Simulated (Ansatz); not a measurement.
Here is an Ansatz 0.2.0 calculation.

input

```
crystal:
  lattice:
    - [2.43942588, 0.0, 0.0]
    - [0.0, 4.69499661, 0.0]
    - [0.0, 0.0, 2.56227473]
  atoms:
    - { symbol: Hf, position: [0.0, 0.0, 0.0] }
    - { symbol: C, position: [0.0, 0.5, 0.75] }
hamiltonian:
  xc: { exchange: pbe, correlation: pbe, exx: { coeff: 0.25, omega: 0.3 } }
  pseudopotentials: { kind: paw }
kpoints:
  mp_grid: { grid: [6, 3, 5] }
  band_path:
    path:
      - [[0.0, 0.0, 0.0], [-0.5, 0.0, 0.0], [-0.5, 0.0, -0.5], [0.0, 0.0, -0.5], [0.0, 0.0, 0.0], [0.0, -0.5, 0.0], [-0.5, -0.5, 0.0], [-0.5, -0.5, -0.5], [0.0, -0.5, -0.5], [0.0, -0.5, 0.0]]
      - [[0.0, 0.0, -0.5], [0.0, -0.5, -0.5]]
      - [[-0.5, -0.5, 0.0], [-0.5, 0.0, 0.0]]
      - [[-0.5, 0.0, -0.5], [-0.5, -0.5, -0.5]]
    npoints: 4
scf:
  occupations: { method: fermi_dirac, width: 0.05 }
  n_extra_bands: 6
output:
  forces: true
  stress: true
  eigenvalues: true
  fatbands: false
```

Question: Estimate the largest force.

Answer: 0.006 eV/Å.

Question: What does it give for the band gap on the k mesh?

Answer: None (metal or under the smearing width).

Question: Predict the pressure.

Answer: 10.3 GPa.

Levels at the corners of the path, in eV from the Fermi level:
```tsv
point	band 12	band 13	band 14	band 15	band 16	band 17	band 18	band 19
Γ	-13.55	-5.15	-3.36	-2.83	3.67	5.26	5.60	6.80
X	-10.02	-4.26	-2.24	-1.26	-0.56	3.85	5.20	5.93
S	-7.20	-5.50	-1.91	-1.54	-1.48	0.11	4.87	8.64
Y	-10.40	-4.76	-4.08	-1.91	2.67	5.39	5.40	6.55
Γ	-13.55	-5.15	-3.36	-2.83	3.67	5.26	5.60	6.80
Z	-12.67	-7.16	-3.55	-2.69	4.02	4.72	6.55	8.04
U	-9.24	-5.62	-3.29	-0.76	1.22	3.64	3.87	5.30
R	-7.08	-5.28	-2.87	-1.96	-0.67	1.45	3.38	7.44
T	-10.27	-4.79	-3.05	-1.84	1.28	2.89	5.77	5.83
Z	-12.67	-7.16	-3.55	-2.69	4.02	4.72	6.55	8.04
Y	-10.40	-4.76	-4.08	-1.91	2.67	5.39	5.40	6.55
T	-10.27	-4.79	-3.05	-1.84	1.28	2.89	5.77	5.83
U	-9.24	-5.62	-3.29	-0.76	1.22	3.64	3.87	5.30
X	-10.02	-4.26	-2.24	-1.26	-0.56	3.85	5.20	5.93
S	-7.20	-5.50	-1.91	-1.54	-1.48	0.11	4.87	8.64
R	-7.08	-5.28	-2.87	-1.96	-0.67	1.45	3.38	7.44
```

Caveat: the k mesh is coarse (spacing up to 0.49 Å⁻¹), so the values aren't converged, least of all with exact exchange; spin-orbit coupling is left out, which moves the levels of the heavy elements; the PAW data sets come from PBE, with cores solved anew for the run's functional, which leaves a small shift of forces and pressure; the thresholds are loose for stress.
